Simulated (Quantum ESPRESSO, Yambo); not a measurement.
# BaS (Fm-3m): G0W0 with and without spin-orbit coupling, part 2 of 2

Is the spin-orbit change of the gap of BaS (Fm-3m) the same in DFT and in GW?

Quantum ESPRESSO 7.5 and Yambo 5.3.0; PBE and many-body steps on it, plane waves. Known limits of the many-body steps: not at the basis limit; no spin-orbit coupling in some runs.

So far. Step 4 (Scalar-relativistic): The gap on the mesh goes from 2.15 eV to 3.58 eV, a correction of +1.43 eV. Step 5 (Empty states on the mesh, 4×4×4 mesh, 356 bands): On this mesh the gap is 2.099 eV.

### Step 6. Conversion and set-up

This step: Yambo 5.3.0; conversion and set-up on PBE with spin-orbit coupling, plane waves, norm-conserving pseudopotentials.

Launch:

```bash
> (cd o/x.save; p2y > p2y.log; mv SAVE ../..); yambo > setup.log
```

Output:

```text
 Yambo, version 5.3.0

 [02] CORE Variables Setup
 =========================

  [02.01] Unit cells
  ==================

  Cell kind             :  FCC
  Atoms in the cell     :  Ba  S
  number of Ba atoms    :  1
  number of S  atoms    :  1

  List of atomic masses
  Mass of Ba    :  137.3300
  Mass of S     :  32.06000

  List of atomic coordinates    : [cc]
  Ba1       :  0.000000  0.000000  0.000000  order 1
  S1       :  6.035313  6.035313  6.035313  order 2

  Alat factors          :  6.035313  6.035313  6.035313 [a.u.]
  Direct lattice volume :  439.6725 [a.u.]
[...]
==========================================

 IBZ Q-points                                      :   8
 BZ  Q-points                                      :   64

 K/Q-points units:
 rlu = crystal or reduced units; cc = cartesian coordinates; iku = interal k-units

 Q [1]          [rlu]:  0.000000  0.000000  0.000000
 Q [2]          [rlu]:  0.74313E-17  0.74313E-17  0.25000
 Q [3]          [rlu]: -0.14863E-16 -0.14863E-16 -0.50000
[...]
Q [7]          [rlu]: -0.14898E-16 -0.50000     -0.50000
 Q [8]          [rlu]:  0.250000 -0.500000 -0.250000

  [03.01] X indexes
  =================

   [03.01.01] Sigma indexes
   ========================

 [06] Game Over & Game summary
```

The job ended after 2.7 s (1 MPI rank of Arm Neoverse V1, shared host; peak memory 0.24 GiB).

### Step 7. With spin-orbit coupling

This step: G0W0 on PBE with spin-orbit coupling, plane waves, norm-conserving pseudopotentials.

Contents of gw4.in:

```
HF_and_locXC
gw0
dyson
ppa
em1d
rim_cut
RandQpts= 1000000
RandGvec= 1 RL
EXXRLvcs= 40 Ry
VXCRLvcs= 160 Ry
Chimod= "HARTREE"
% BndsRnXp
 1 | 356 |
%
NGsBlkXp= 13 Ry
% LongDrXp
 1 | 1 | 1 |
%
% GbndRnge
 1 | 356 |
%
DysSolver= "n"
ExtendOut
PPAPntXp= 27.21138 eV
% QPkrange
 1 | 1 | 13 | 20 |
 7 | 7 | 13 | 20 |
%
```

Launch:

```bash
> OMP_NUM_THREADS=2 mpirun -n 2 yambo -F gw4.in -J gw4 -C gw4 > gw4.log
```

Output:

```text
 Yambo, version 5.3.0

 [02] CORE Variables Setup
 =========================

  [... cell, symmetries and grids as in the set-up ...]

  [02.05] Energies & Occupations
  ==============================

  [X] === General ===
  [X] Electronic Temperature                        :  0.000000  0.000000 [eV K]
  [X] Bosonic    Temperature                        :  0.000000  0.000000 [eV K]
  [X] Finite Temperature mode                       : no
  [X] El. density                                   :  0.24558E+24 [cm-3]
  [X] Fermi Level                                   :  5.942697 [eV]

  [X] === Gaps and Widths ===
  [X] Conduction Band Min                           :  2.099342 [eV]
  [X] Valence Band Max                              :  0.000000 [eV]
  [X] Filled Bands                                  :  16
  [X] Empty Bands                                   :    17   356
  [X] Direct Gap                                    :  2.188624 [eV]
  [X] Direct Gap localized at k                     :   7
  [X] Indirect Gap                                  :  2.099342 [eV]
  [X] Indirect Gap between kpts                     :   1   7
  [X] Last valence band width                       :  1.088787 [eV]
  [X] 1st conduction band width                     :  3.430294 [eV]

 [03] Transferred momenta grid and indexing
 ==========================================

 IBZ Q-points                                      :   8
 BZ  Q-points                                      :   64

 K/Q-points units:
 rlu = crystal or reduced units; cc = cartesian coordinates; iku = interal k-units

 Q [1]          [rlu]:  0.000000  0.000000  0.000000
 Q [2]          [rlu]:  0.74313E-17  0.74313E-17  0.25000
 Q [3]          [rlu]: -0.14863E-16 -0.14863E-16 -0.50000
[...]
NLCC RL compoments                               :  15065
  PP Number of Atomic Species                      :  2
  NLCC RL compoments                               :  15065

 [xc] E_xc :  -6.042882 [Ha]
      E_xc :  -12.08576 [Ry]

  Local XC kind (lXC) : Perdew, Burke & Ernzerhof(X)+Perdew, Burke & Ernzerhof(C)
  Non-Local XC kind (nlXC) : Hartree-Fock

  Corrections @ K [1] :  [eV]
 <13|nlXC|13> = -15.64585 -0.34808E-17 <13|lXC|13> = -12.60528 -0.12010E-10
 <14|nlXC|14> = -15.64586 -0.64450E-17 <14|lXC|14> = -12.60528 -0.28889E-10
 <15|nlXC|15> = -15.64585  0.21228E-17 <15|lXC|15> = -12.60528 -0.17028E-11
[...]
Corrections @ K [7] :  [eV]
[...]
<19|nlXC|19> = -6.051805  0.10158E-18 <19|lXC|19> = -10.94970 -0.15043E-11
 <20|nlXC|20> = -6.051805  0.14044E-17 <20|lXC|20> = -10.94970  0.81063E-10

 [08] Dyson equation: Newton solver
 ==================================

  [08.01] G0W0 (W PPA)
  ====================

  [  GW  ] Bands range     :     1   356
  [GW/PPA] G damping       :  0.100000 [eV]

  QP @ state[ 1 ] K range:  1  1
  QP @ state[ 1 ] b range:  13  20
  QP @ state[ 2 ] K range:   7   7
  QP @ state[ 2 ] b range:  13  20

   Sc/G bands                                       :     1   356
   Sc/G damping                                     :  0.100000 ev
   Sc bands terminator                              : no
   Sx RL components                                 :  1917

   QP @ state[ 1 ] K range                          :  1  1
   QP @ state[ 1 ] b range                          :  13  20
   QP @ state[ 2 ] K range                          :   7   7
   QP @ state[ 2 ] b range                          :  13  20
   GF energies kind                                 : Perdew, Burke & Ernzerhof(X)+Perdew, Burke & Ernzerhof(C)
   GF WF`s kind                                     : Perdew, Burke & Ernzerhof(X)+Perdew, Burke & Ernzerhof(C)
   Xs energies kind                                 : Perdew, Burke & Ernzerhof(X)+Perdew, Burke & Ernzerhof(C)
   Xs WF`s kind                                     : Perdew, Burke & Ernzerhof(X)+Perdew, Burke & Ernzerhof(C)

 [11] Game Over & Game summary
```

It took 9.7 min on 2 MPI ranks; peak memory 1.3 GiB.

Numbers from this step:

```
G0W0 gap on the points computed              : 3.527 eV
starting gap on the mesh                     : 2.099 eV
k of the valence top                         : 0, 0, 0
k of the conduction bottom                   : 0, -0.5, -0.5
least direct G0W0 gap on the computed points : 3.630 eV
Z at the valence top                         : 0.7901
Z at the conduction bottom                   : 0.8333
```

Against G0W0 in Yambo (4×4×4 mesh, 178 bands, screening to 176.9 eV, Godby-Needs plasmon pole), the gap moves by −0.053 eV.

### Step 8. Side by side

Times are wall times on the hardware named with each run, good to a factor of about two.

```csv
run,mesh,bands,screening cutoff (eV),DFT gap (eV),gap on the mesh (eV),direct (eV),time
scalar-relativistic,4×4×4,178,176.9,2.146,3.580,3.724,2.3 min
with spin-orbit coupling,4×4×4,356,176.9,2.099,3.527,3.630,9.7 min
```

### Step 9. Summary of results

- scalar-relativistic: 3.580 eV
- with spin-orbit coupling: 3.527 eV
- known limits: not at the basis limit; no spin-orbit coupling in some runs

With spin-orbit coupling: −0.053 eV against scalar-relativistic, −0.047 eV of it in the start. Bands and cutoff are finite, so the gap is not at the basis limit. The miss can reach some tenths of an eV and take either sign; the mesh is an error of its own. In the G0W0 runs levels were corrected at 2 k points alone, so a gap called «on the mesh» is the least over those, and an edge elsewhere would be missed.

[Paths, hosts, dates, memory and timing lines, banners, echoed tables and standing remarks are left out of the program output.]

[Logs are printed without paths, hosts, clocks, repeated set-up lines and the standing remarks that a program may print on its own settings, such as how far it seeks lower states.]

[Runs of the session that timed out or met a known fault of the program may be left out.]

[Hosts, paths, dates, database ids (printed as entryN), source tags and the programs' standing remarks are cut or masked in the printed files.]
